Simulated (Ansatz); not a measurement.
# MnO2 (R-3m) in Ansatz: notebook

One crystal, MnO2, is run at these levels: PBEsol; tasks: phonons, elastic constants.

Program: Ansatz 0.2.0. These are calculated values, not measurements. Logs are shortened: lines on timing, memory, paths and dates and some standing lists are left out, and cuts for length are marked.

## (1) The structure

It takes space group R-3m (No. 166, trigonal). Conventional cell: a = 2.857 Å, b = 2.857 Å, c = 13.752 Å, α = 90.00°, β = 90.00°, γ = 120.00°. Mn (site symmetry -3m) is surrounded by 6 O at 1.90 Å. O (site symmetry 3m) has 3 Mn at 1.90 Å as nearest neighbours.

Measurements of this composition are mostly on another form, of space group No. 136.

## (2) Phonons, PBEsol, collinear spin, ferromagnetic start

File input.yaml:

```yaml
crystal:
  lattice:
    - [1.4284348394, 0.824707239, 4.5839315268]
    - [-1.4284348394, 0.824707239, 4.5839315268]
    - [0.0, -1.6494144781, 4.5839315268]
  atoms:
    - { symbol: Mn, position: [0.0, 0.0, 0.0], spin: 4.0 }
    - { symbol: O, position: [0.73563551, 0.73563551, 0.73563551] }
    - { symbol: O, position: [0.26436449, 0.26436449, 0.26436449] }
hamiltonian:
  xc: pbesol
  pseudopotentials: { kind: paw }
magnetization:
  spin_polarized: true
kpoints:
  mp_grid: { grid: [10, 10, 10] }
scf:
  occupations: { method: gaussian, width: 0.01 }
phonons:
  method: dfpt
  dielectric: true
  rigid_motions: translations
```

Potentials or basis: Ansatz PAW.

On the command line:

```bash
$ ansatz run input.yaml --threads 2 --pin off --max-ram 5632MiB --backend cpu --events-out ev --progress --plain --runs-dir out
```

The log of the run:

```text
Warning: RAYON_NUM_THREADS=2 ignored (pool sized by the plan → 2); use --threads N
Engine: ansatz 0.2.0, aarch64-unknown-linux-gnu
Pseudopotentials: kind: paw
Pseudopotential: Mn, paw, valence charge 15, recommended cutoff 420 eV (normal), Mn.paw.azcp
Pseudopotential: O, paw, valence charge 6, recommended cutoff 420 eV (normal), O.paw.azcp
Functional definition: PBEsol
  exchange = pbesol_x
  correlation = pbesol_c
Crystal: 3 atoms, lattice volume = 32.400 Å³
Basis set: ecut = 420 eV, 651 PW (Γ), exchange–correlation on 72×72×72 points (8 copies of the dense FFT grid, shifted against one another)
Bands: 20, of which v1, the nominal top of the filled ones, is band 14 counted from 1 (13 counted from 0)
Symmetry: 12 space group operations
Space group: R-3m (ITA 166), of the structure as read, at distance tolerance 3.2e-5 Å
Magnetic group: BNS 166.97 (UNI 1327), of the structure as read, at distance tolerance 3.2e-5 Å
k-points: 116 of 1000
Non-local potential: Mn, projectors of the file, l = 0: 3, l = 1: 2, l = 2: 3, l = 3: 1
Non-local potential: O, projectors of the file, l = 0: 2, l = 1: 2, l = 2: 1
PAW form: soft (Blöchl's): semilocal exchange-correlation on the pseudo side does not see the compensation charge
PAW frozen core: Mn, regenerated for the run's functional, and the local potential with it (the file was generated under x = pbe(κ = 0.804, μ = 0.2195149727645171), c = pbe(β = 0.06672455060314922))
PAW frozen core: O, regenerated for the run's functional, and the local potential with it (the file was generated under x = pbe(κ = 0.804, μ = 0.2195149727645171), c = pbe(β = 0.06672455060314922))
PAW one-centre angular grid: Mn, 590 points (default); XC on 64 Gauss nodes
PAW one-centre angular grid: O, 110 points (default); XC on 64 Gauss nodes
Initial density: superposition of atomic densities (chi_scale 0.1, normalization cell, long waves kept (reshape's long-wave potential 0.12 eV rms))
Starting moments: Σ|m| = 4 μB on 1 of 3 sites
Initial wavefunctions: pseudopotential atomic-orbital guess
Functional: x = pbesol(κ = 0.804, μ = 0.12345679012345678), c = pbesol(β = 0.046)
SCF 1 converged in 11 iterations: F = -4990.348194 eV  dr2 = 9.00e-10
a single point of the input's cell can leave the moments in the input for a lower state (scf.lower_state_search): this run first made a single point of its cell. This run's own SCFs start from the density of the state that the single point found, with the moments in the input. The single point stayed on the moments in the input.
k-points: 282 of 1000 (irreducible under 2 space group operations, time reversal used)
Initial density: read from a saved state, or passed on in memory by an earlier SCF of this step, an earlier step, the calling program or the single point that the run made first
Stability of the state it starts from, as read at its close in the collinear treatment: not read negative (Ritz values of 1 − χ₀K, real part plus size of imaginary part, from 0.63 to 0.68, by its mixing steps under the symmetry group of the SCF that read it); its run was given moments
Starting moments: Σ|m| = 4 μB on 1 of 3 sites; this step starts from the density that it was given
iter 1 solved again at ethr=5.94e-8 eV; its pass at ethr=3.10e-3 eV (dr2=1.60e-5 eV) is discarded
SCF iter   1: F=—  HF=-4990.348193 eV  |F-HF|=—  |Δ(HF+E_count)|=         —  Δρ=5.36e-7 (↑5.36e-7 ↓5.26e-7)  dr2=2.76e-10  dr2_m=2.50e-11  M=3.000 μB ∫|m|=3.037 μB  β_m=0.65  ethr=5.94e-8  ⟨swp⟩=4.0  Hψ=84523  notcnv=0
eigensolver tolerance schedule: the retry pair's looser diagonalisation over-reported the residual by 58038.85 of it (diagonalisation noise at an unbounded share of the residual, at the tolerance the schedule requests for it); recorded, not acted on — ethr = c·dr2/N_el stays at c = 1.0e-1
preconditioner: auto → none  [insulator: Δε(μ)=0.765 eV  Ē_g=13.753 eV  σ=0.010 eV  W_gap=1.00  n_scr=8 (ndim 8)  ℏωp=28.4 eV  f_vac=0.168  D(μ)=0.00/eV (n_scr^D=0)  ε∞_Penn≈5.3]
SCF iter   2: F=—  HF=-4990.348194 eV  |F-HF|=—  |Δ(HF+E_count)|=   1.15e-6  Δρ=6.07e-7 (↑6.07e-7 ↓5.25e-7)  dr2=3.83e-10  dr2_m=9.94e-12  M=3.000 μB ∫|m|=3.037 μB  β_m=0.30  ethr=1.02e-12  ⟨swp⟩=3.5  Hψ=25815  notcnv=0
SCF iter   3: F=—  HF=-4990.348194 eV  |F-HF|=—  |Δ(HF+E_count)|=  1.04e-10  Δρ=4.72e-7 (↑4.21e-7 ↓4.72e-7)  dr2=2.10e-10  dr2_m=3.45e-12  M=3.000 μB ∫|m|=3.037 μB  β_m=0.62  ethr=1.02e-12  ⟨swp⟩=2.1  Hψ=14742  notcnv=0
SCF iter   4: F=—  HF=-4990.348194 eV  |F-HF|=—  |Δ(HF+E_count)|=  2.36e-11  Δρ=3.40e-7 (↑3.40e-7 ↓3.21e-7)  dr2=1.14e-10  dr2_m=7.64e-13  M=3.000 μB ∫|m|=3.037 μB  β_m=0.47  ethr=1.00e-12  ⟨swp⟩=2.1  Hψ=15341  notcnv=0
SCF iter   5: F=-4990.348194 eV  HF=-4990.348194 eV  |F-HF|=1.82e-11  |Δ(HF+E_count)|=  1.46e-11  Δρ=1.44e-7 (↑1.16e-7 ↓1.44e-7)  dr2=2.04e-11  dr2_m=4.22e-13  M=3.000 μB ∫|m|=3.037 μB  ethr=1.00e-12  ⟨swp⟩=5.5  Hψ=41639  notcnv=0
SCF 2 converged in 5 iterations: F = -4990.348194 eV  dr2 = 2.04e-11
NSCF: frozen V_eff on 5 k-points
DFPT response loops at Γ: preconditioner auto → none (the input reference at scf.mixing.eps_inf says where Resta's filter doesn't serve); β = 0.30; Broyden in place of MSR1
── the response to a field inside a basis, on 10×10×10 k-points: an SCF that follows is theirs, and a resumed run solves both again ──
Bands: 16, of which v1, the nominal top of the filled ones, is band 14 counted from 1 (13 counted from 0)
k-points: 110 of 1000
Initial density: handed on by an earlier stage of this run
Initial wavefunctions: pseudopotential atomic-orbital guess (no wavefunctions were taken with the density)
Eigensolver: Dense (220 Hₖ)
SCF iter   1: F=—  HF=-4990.351179 eV  |F-HF|=—  |Δ(HF+E_count)|=         —  Δρ=3.78e-4 (↑3.74e-4 ↓3.78e-4)  dr2=2.51e-5  dr2_m=3.25e-6  M=3.000 μB ∫|m|=3.037 μB  β_m=0.30  ethr=1.00e-1
preconditioner: auto → none  [insulator: Δε(μ)=0.762 eV  Ē_g=8.645 eV  σ=0.010 eV  W_gap=1.00  n_scr=8 (ndim 8)  ℏωp=28.4 eV  f_vac=0.168  D(μ)=0.00/eV (n_scr^D=0)  ε∞_Penn≈11.8]
SCF iter   2: F=—  HF=-4990.351186 eV  |F-HF|=—  |Δ(HF+E_count)|=   7.33e-6  Δρ=2.63e-4 (↑2.63e-4 ↓2.52e-4)  dr2=2.11e-5  dr2_m=1.66e-6  M=3.000 μB ∫|m|=3.037 μB  β_m=0.46  ethr=9.31e-8
SCF iter   3: F=—  HF=-4990.351196 eV  |F-HF|=—  |Δ(HF+E_count)|=   1.03e-5  Δρ=2.14e-4 (↑1.94e-4 ↓2.14e-4)  dr2=3.09e-5  dr2_m=6.21e-7  M=3.000 μB ∫|m|=3.037 μB  β_m=0.41  ethr=7.80e-8
SCF iter   4: F=—  HF=-4990.351195 eV  |F-HF|=—  |Δ(HF+E_count)|=   1.01e-6  Δρ=3.49e-5 (↑3.49e-5 ↓2.81e-5)  dr2=2.92e-7  dr2_m=7.03e-8  M=3.000 μB ∫|m|=3.037 μB  β_m=0.47  ethr=7.80e-8
SCF iter   5: F=-4990.351196 eV  HF=-4990.351196 eV  |F-HF|=3.57e-9  |Δ(HF+E_count)|=   2.27e-7  Δρ=8.82e-6 (↑7.49e-6 ↓8.82e-6)  dr2=1.51e-8  dr2_m=1.34e-8  M=3.000 μB ∫|m|=3.037 μB  ethr=1.08e-9
SCF 1 converged in 5 iterations: F = -4990.351196 eV  dr2 = 1.51e-8
DFPT response loops at Γ: mixed as the last ones told, above
SCF converged after 5 iterations
Magnetization: 3.0000 μB (15.0000 up, 12.0000 down)
Absolute magnetization: 3.0384 μB (∫|ρ↑−ρ↓|, with the PAW one-centre terms)
Spin contamination: 0.0369 ħ² per cell (⟨S²⟩ above its minimum at these occupations)
Per-site moments (μB) at R_I (Å): [(2.4899220515199887, 0.7848474296341197), (0.04900727305211948, 0.7848474296341199), (0.04900727305211945, 0.7848474296341197)]
Free energy (F): -4990.348194 eV
Harris-Foulkes:  -4990.348194 eV  (|F-HF|=1.82e-11)
Internal energy: -4990.348194 eV  (E = F + TS)
E sigma→0 (E₀):  -4990.348194 eV
Fermi energy:    8.326177 eV
--- Per-component energies (eV) ---
  E_band       = -361.008703
  E_kinetic    = 648.140575
  E_local      = -3542.056165  (includes V_loc(G=0)·N_el)
  E_nonlocal   = 335.432530
  E_hartree    = 1443.528108
  E_xc         = -257.806308
  E_vxc        = -331.030737  (∫ρ·V_xc dr)
  E_paw        = -1569.333976  (= ΣΔE_a)
  E_vpaw       = -358.556101  (= ΣTr[D̂ρ^β])
  E_aug_tail   = 0.004796  (compensation charges beyond the density's cutoff)
  E_ewald      = -2048.497981
  E_core_change = 0.240226  (= ΣΔE_core)
  E_smearing   = -0.000000  (= −TS)
  E_closure    = 0.000000  (closes the sum)
  Σ components = -4990.348194   (vs F -4990.348194, Δ=0.00e0)
--- Band table (eV; the first three rows and the last of 564) ---
  k-point 0 ↑: bands = ["-73.3847", "-42.1598", "-42.1598", "-42.1586", "-11.6992", "-9.3200", "1.5127", "1.9148", "1.9148", "5.5690", "5.5690", "6.4764", "6.4764", "6.7394", "7.6414", "10.8141", "10.8141", "14.9254", "18.0517", "22.6895"]
  k-point 1 ↑: bands = ["-73.3829", "-42.1759", "-42.1634", "-42.1559", "-11.5665", "-9.3625", "1.6683", "1.8971", "2.0213", "5.0549", "5.2186", "6.4298", "6.7646", "6.9052", "7.6695", "10.4994", "10.7332", "15.3910", "18.5417", "22.7133"]
  k-point 2 ↑: bands = ["-73.3781", "-42.2180", "-42.1729", "-42.1490", "-11.2034", "-9.4739", "1.7770", "2.2160", "2.2966", "3.9856", "4.7340", "6.3427", "7.0381", "7.0733", "7.6303", "9.8920", "10.5835", "16.5547", "19.6723", "22.7827"]
  k-point 281 ↓: bands = ["-70.2175", "-39.1162", "-39.1162", "-38.9529", "-11.3992", "-9.4081", "2.8471", "2.8471", "3.2992", "5.5243", "6.5103", "6.5103", "8.7113", "8.7113", "10.4246", "12.2163", "12.2163", "17.3757", "17.8326", "21.6496"]
--- Phonons (Γ-DFPT): 4 representative perturbations + reference, on 282 of 1000 k-points (Σ response iterations 12) ---
  k mesh reduced under 2 symmetry operations, with k and −k counted as one. Each operation leaves every solved perturbation unchanged. A smaller set is not considered because the run solves the response to a homogeneous field
  ASR residual: 1.685e-4 → 0.000e0 eV/Å²; symmetrization residual: 1.494e-6 eV/Å²
  ASR residual per site (eV/Å²): 1.69e-4 9.92e-5 9.92e-5
  Γ frequencies (cm⁻¹): 0.00 0.00 0.00 412.64 412.64 503.32 503.32 576.71 586.43
  ε∞ (high-frequency dielectric tensor):
        9.872905     0.000000     0.000000
        0.000000     9.872905     0.000000
        0.000000     0.000000     3.176921
  ε⁰ (static dielectric tensor: ions relaxed, cell fixed):
       25.463753     0.000000     0.000000
        0.000000    25.463753     0.000000
        0.000000     0.000000     3.512862
  ε⁰ − ε∞ (ionic part):
       15.590848     0.000000     0.000000
        0.000000    15.590848     0.000000
        0.000000     0.000000     0.335941
  softest optical mode at Γ: 412.64 cm⁻¹; the repairs (sum rule, projections) moved no ω² at Γ by more than (1.38 cm⁻¹)²
  Born effective charges Z* (e; rows j = field, columns β = displacement):
    site 0:
         5.94524    0.00000    0.00000
         0.00000    5.94524    0.00000
        -0.00000    0.00000    1.24025
    site 1:
        -2.97262    0.00000   -0.00000
         0.00000   -2.97262   -0.00000
         0.00000   -0.00000   -0.62013
    site 2:
        -2.97262    0.00000    0.00000
         0.00000   -2.97262   -0.00000
        -0.00000   -0.00000   -0.62013
  Z* charge neutrality: 2.023e-3 e pre-enforcement
  solved inside a basis spanned on kpoints, on 10×10×10 k-points, its susceptibility summed on 14×14×14: ε∞ is read to err by 3.0e-2, Z* by 2.9e-2 e (field_mesh: kpoints solves on kpoints); Z* is corrected for what the basis lacks
  optical modes at Γ without the LO–TO term, one row a degenerate level:
      ω (cm⁻¹)  modes    IR ((D/Å)²/amu)
        412.64      2            80.6557
        503.32      2             0.0000
        576.71      1             0.0000
        586.43      1             1.7550
  optical modes at Γ + LO–TO along q̂ = [1.0000, 0.0000, 0.0000]:
      ω (cm⁻¹)  modes    IR ((D/Å)²/amu)
        412.64      1            40.3279
        503.32      2             0.0000
        576.71      1             0.0000
        586.43      1             1.7550
        662.69      1            40.3279
  optical modes at Γ + LO–TO along q̂ = [0.0000, 1.0000, 0.0000]:
      ω (cm⁻¹)  modes    IR ((D/Å)²/amu)
        412.64      1            40.3279
        503.32      2             0.0000
        576.71      1             0.0000
        586.43      1             1.7550
        662.69      1            40.3279
  optical modes at Γ + LO–TO along q̂ = [0.0000, 0.0000, 1.0000]:
      ω (cm⁻¹)  modes    IR ((D/Å)²/amu)
        412.64      2            80.6557
        503.32      2             0.0000
        576.71      1             0.0000
        616.66      1             1.7550
```

Run time: 4.8 min. Hardware: 2 threads of Arm Neoverse V1, shared host; peak memory 1.5 GiB.

What came out:

* Free energy: -4990.3482 eV
* Band gap on the k mesh: 0.76 eV, indirect (least direct gap 0.83 eV)
* Net moment: 3.00 μB per cell
* Absolute moment: 3.04 μB per cell
* Site moments: Mn +2.49; O +0.05 μB
* Electronic dielectric tensor (diagonal): 9.87, 9.87, 3.18
* Born charges (mean of the diagonal): Mn +4.38; O -2.19 e
* Highest phonon frequency at Γ, LO-TO splitting left out: 586 cm⁻¹
* Static dielectric tensor (diagonal): 25.46, 25.46, 3.51

Phonon frequencies in cm⁻¹ (negative: imaginary):
```tsv
q point	frequencies
(0.000, 0.000, 0.000)	0 0 0 413 413 503 503 577 586
```

Electronic dielectric tensor:
```
9.87 0.00 0.00
0.00 9.87 0.00
0.00 0.00 3.18
```

Born effective charge tensors (e):
atom 1, Mn
```
5.95 0.00 0.00
0.00 5.95 0.00
0.00 0.00 1.24
```
atom 2, O
```
-2.97  0.00  0.00
 0.00 -2.97  0.00
 0.00  0.00 -0.62
```
atom 3, O
```
-2.97  0.00  0.00
 0.00 -2.97  0.00
 0.00  0.00 -0.62
```

Static dielectric tensor, electrons and zone-centre modes:
```
25.46  0.00  0.00
 0.00 25.46  0.00
 0.00  0.00  3.51
```

Caveat: a cell with one magnetic atom can't hold antiferromagnetic order, which such compounds often take; the PAW data sets come from PBE, with cores solved anew for the run's functional, which leaves a small shift of forces and pressure. A hybrid or GW would open this gap; PBEsol tends to underestimate it.

## (3) Elastic constants, PBEsol, collinear spin, ferromagnetic start

Edit input.yaml of step 2 so:

```diff
@@ -18,5 +18,7 @@
   occupations: { method: gaussian, width: 0.01 }
-phonons:
-  method: dfpt
-  dielectric: true
-  rigid_motions: translations
+output:
+  forces: true
+  stress: true
+elastic:
+  mode: relaxed_ion
+  stencil: two_point
```

Potentials or basis: Ansatz PAW.

On the command line:

```bash
$ ansatz run input.yaml --threads 2 --pin off --max-ram 5632MiB --backend cpu --events-out ev --progress --plain --runs-dir out
```

Run time: 4.3 min. Hardware: 2 threads of Arm Neoverse V1, shared host; peak memory 0.63 GiB.

It converged, with:

```
Free energy            : -4990.3496 eV
Pressure               : -0.8 GPa
Band gap on the k mesh : 0.74 eV, indirect (least direct gap 0.80 eV)
Net moment             : 3.00 μB per cell
Absolute moment        : 3.04 μB per cell
Site moments           : Mn +2.48; O +0.05 μB
Voigt bulk modulus     : 97 GPa
```

Stress tensor (GPa, compression positive):
```
-1.69  0.00  0.00
 0.00 -1.69  0.00
 0.00  0.00  0.88
```

Levels at points of the mesh, in eV from the valence-band top:
Spin up:
```csv
k point,band 13,band 14,band 15,band 16,band 17,band 18
"(0.00, 0.00, 0.00)",-1.50,-1.25,-0.29,2.90,2.90,6.97
"(0.00, 0.00, -0.50)",-1.83,-1.75,-0.96,2.02,2.69,11.84
"(0.00, -0.50, -0.50)",-1.83,-1.82,-1.09,2.25,2.78,10.89
"(-0.50, -0.50, -0.50)",-1.55,-1.55,-0.06,2.92,2.92,9.05
```
Spin down:
```
              k point  band 8  band 9  band 10  band 11  band 12  band 13  band 14  band 15  band 16  band 17
   (0.00, 0.00, 0.00)   -5.20   -5.20    -1.41    -1.41    -1.07     0.74     0.74     2.46     4.28     4.28
  (0.00, 0.00, -0.50)   -4.48   -4.40    -3.47    -2.85    -2.14     1.18     1.51     1.82     3.64     4.13
 (0.00, -0.50, -0.50)   -4.77   -4.33    -2.95    -2.88    -1.86     0.97     1.51     1.81     3.77     4.20
(-0.50, -0.50, -0.50)   -5.18   -4.68    -2.44    -1.46    -1.46     0.74     0.74     2.49     4.30     4.30
```

Elastic tensor in Voigt notation (GPa, in the Cartesian axes of the cell as first typed):
```
338  64  10  -2   0   0
 64 338  10   2   0   0
 13  13  23   0   0   0
 -2   2   0   7   0   0
  0   0   0   0   7  -2
  0   0   0   0  -2 137
```

Caveat: the pressure holds a Pulay correction of +0.8 GPa for the finite cutoff; a cell with one magnetic atom can't hold antiferromagnetic order, which such compounds often take; the PAW data sets come from PBE, with cores solved anew for the run's functional, which leaves a small shift of forces and pressure. Expect the measured gap to be larger: semilocal functionals such as PBEsol lack the derivative discontinuity.
